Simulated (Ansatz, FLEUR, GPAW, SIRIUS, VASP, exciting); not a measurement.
**ZnSe: programs and potentials compared**

```
CELL_PARAMETERS angstrom
0.00000 2.83380 2.83380
2.83380 0.00000 2.83380
2.83380 2.83380 0.00000
ATOMIC_POSITIONS crystal
Se 0.75000 0.75000 0.75000
Zn 0.00000 0.00000 0.00000
```

Alike in all runs: task band structure; functional PBE; k mesh 8 × 8 × 8; occupations fermi-dirac, width 0.05 eV; no spin polarisation; no spin-orbit coupling. Pressure is positive in compression and, in plane waves, holds the error of the finite cutoff, which Ansatz's Pulay term estimates and takes out. Gaps are the smaller of the mesh's and the band path's.

| program and potentials | plane-wave cutoff (eV) | notes | band gap (eV) | pressure (GPa) |
| --- | --- | --- | --- | --- |
| Ansatz, Ansatz PAW | 420 | 14 valence electrons an atom on average; Pulay term of +0.05 GPa included | 1.29 | 2.10 |
| Ansatz, SPMS NC | 816 | 18 valence electrons an atom on average; Pulay term of +0.15 GPa included | 1.28 | 2.26 |
| SIRIUS, all-electron FP-LAPW (ZORA valence), apw+lo standard | - | - | 1.29 | - |
| Ansatz, all-electron LAPW, scalar-relativistic | - | - | 1.29 | 2.12 |
| VASP, PBE PAW files Se, Zn, 520 eV | 520 | 9 valence electrons an atom on average | 1.29 | 2.35 |
| FLEUR, all-electron, FLAPW | - | - | 1.29 | - |
| GPAW, GPAW PAW data sets (gpaw-data 1.2.1) | 600 | 9 valence electrons an atom on average | 1.30 | 2.09 |
| SIRIUS, all-electron FP-LAPW (Koelling-Harmon valence), apw+lo standard | - | - | 1.29 | - |
| exciting, all-electron LAPW+lo, shipped species files, valence relativity iora* | - | - | 1.29 | - |

The band gap spans 1.28 (Ansatz, SPMS NC) to 1.30 eV (GPAW, GPAW PAW data sets (gpaw-data 1.2.1)), with all-electron results at 1.29. The pressure spans 2.09 (GPAW, GPAW PAW data sets (gpaw-data 1.2.1)) to 2.35 GPa (VASP, PBE PAW files Se, Zn, 520 eV), with all-electron results at 2.12. Spin-orbit coupling, left out here, moves the band edges of heavy atoms.

Differences between rows come from potentials, basis sets and numerical settings, since the functional is the same but for its coding. Runs on potential files found faulty are left out.
